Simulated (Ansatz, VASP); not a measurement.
# GaSb in VASP and in Ansatz

```
CELL_PARAMETERS angstrom
0.00000 3.10781 3.10781
3.10781 0.00000 3.10781
3.10781 3.10781 0.00000
ATOMIC_POSITIONS crystal
Ga 0.00000 0.00000 0.00000
Sb 0.75000 0.75000 0.75000
```

Alike in both runs: functional PBE; k mesh 12 × 12 × 12; occupations fermi-dirac, width 0.15 eV; no spin polarisation.

Ansatz relaxed the structure, and its values are those at the end. VASP's run is a single point on that final structure, the one shown.

```csv
,VASP,Ansatz
version,VASP 6.6.1,Ansatz 0.2.0
potentials or method,"VASP PAW PBE potentials, release 64 (Ga_d, Sb)","scalar-relativistic, plane waves, PAW"
plane-wave cutoff (eV),520,420
valence electrons in the cell,18,28
```

```tsv
	VASP	Ansatz	Ansatz less VASP
gap on the k mesh at the Fermi level (eV)	none	none	-
pressure (GPa)	0.1	0.0	-0.07
```

A gap of «none» marks a metal or a gap that the smearing closes. The functional is the same, so the differences come from potentials, cutoffs and numerics. The two sets of potentials don't hold the same shells in valence.

Spin-orbit coupling is left out, which matters for the levels of Sb.
